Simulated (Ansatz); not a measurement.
`COC(=O)O` + `CC` → `CCC(=O)O` + CH₃OH at 298.15 K and 1 bar (formal exchange of groups at a C–O bond).

Calculated with Ansatz (gas phase, PBE0-D4/def2-TZVP geometries, no zero-point term in ΔE). CCSD(T)/CBS adds triple-zeta CCSD(T) − MP2 to the extrapolated MP2 energy (def2 sets, frozen cores). This one scheme is used for every species. Each species was taken in one conformer, which may not be the lowest.

```csv
species,CCSD(T)/CBS energy (Eh),H − E (kJ/mol),S (J/(mol·K))
`COC(=O)O`,-304.04228,194.9,304.6
`CC`,-79.71954,207.7,227.7
`CCC(=O)O`,-268.13670,255.9,316.4
CH₃OH,-115.61712,146.3,238.2
```

H − E and S are ideal-gas, rigid-rotor, harmonic terms from PBE0-D4/def2-TZVP, for one conformer and one mirror image of each species. 1 Eh = 2625.50 kJ/mol, R = 8.31446 J/(mol·K).

Question: By hand: ΔE, ΔH, ΔS and ΔG.

Answer: ΔE = (-268.13670) + (-115.61712) − (-304.04228) − (-79.71954) = 0.00800 Eh = 21.0 kJ/mol. Δ(H − E) = 255.9 + 146.3 − 194.9 − 207.7 = -0.4, so ΔH = 20.6 kJ/mol. ΔS = 316.4 + 238.2 − 304.6 − 227.7 = 22.3 J/(mol·K). ΔG = 20.6 − 298.15 × (22.3)/1000 = 14.0 kJ/mol.

Question: By hand: the equilibrium constant, and the temperature at which ΔG would vanish if ΔH and ΔS stayed fixed.

Answer: log₁₀ K = −ΔG/(RT ln 10) = -2.5. ΔG = 0 at ΔH/ΔS = 924 K.

ΔH outweighs TΔS. A doubt of 5 kJ/mol in ΔE shifts log₁₀ K by 0.9 here. Other conformers and mirror images would add mixing entropy, several J/(mol·K) or more a flexible species. Modes under 60 cm⁻¹, often nearly free rotors, make the harmonic entropy too high. These are equilibria of isolated gas molecules and say nothing of rates. Largest T1 diagnostic: 0.014 (customary marks: 0.02 for closed shells, 0.045 for open ones).
